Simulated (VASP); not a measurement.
A run of VASP 6.6.1:

Contents of INCAR:

```
ALGO     = Normal         # electronic algorithm
EDIFF    = 1E-6           # SCF threshold, eV
EDIFFG   = -0.01          # ionic threshold
ENCUT    = 600            # plane-wave cutoff, eV
GGA      = PE             # functional
IBRION   = 2              # ionic algorithm
ISIF     = 3              # what is computed and relaxed
ISMEAR   = 0              # smearing method
KPAR     = 2            
LASPH    = True           # aspherical terms in the spheres
LCHARG   = False          # write CHGCAR
LREAL    = False          # projectors in reciprocal space
LWAVE    = False          # write WAVECAR
NELM     = 80             # most SCF steps
NSW      = 90             # ionic steps
PREC     = Accurate       # precision mode
SIGMA    = 0.03           # smearing width, eV
```

The input KPOINTS:

```
k-points
0
Gamma
  8 8 8
```

Contents of POSCAR:

```
CdGeAs2
1.0
   -2.9888745600      2.9888745600      5.6642966800
    2.9888745600     -2.9888745600      5.6642966800
    2.9888745600      2.9888745600     -5.6642966800
Cd Ge As
2 2 4
Direct
    0.2500000000      0.7500000000      0.5000000000
    0.5000000000      0.5000000000      0.0000000000
    0.0000000000      0.0000000000      0.0000000000
    0.7500000000      0.2500000000      0.5000000000
    0.8750000000      0.3462175700      0.9712175700
    0.6537824300      0.6250000000      0.5287824300
    0.3750000000      0.9037824300      0.0287824300
    0.0962175700      0.1250000000      0.4712175700
```

Potentials or basis: VASP PAW PBE potentials, release 64 (Cd, Ge_d, As).

Command:

```bash
$ cat potpaw_PBE.64/Cd/POTCAR potpaw_PBE.64/Ge_d/POTCAR potpaw_PBE.64/As/POTCAR > POTCAR
$ mpirun -np 2 vasp_std > vasp.out
```

Hardware: 2 MPI ranks on AMD EPYC 9R45 96-Core Processor (Zen 5), with other jobs on the host.

Task: Estimate the wall time of this run.

Result: Run time: 15 min on 2 MPI ranks on AMD EPYC 9R45 96-Core Processor (Zen 5) (shared host), peak memory 0.84 GiB a rank. Counts: scf iterations 44, k points 59, ion steps 5.
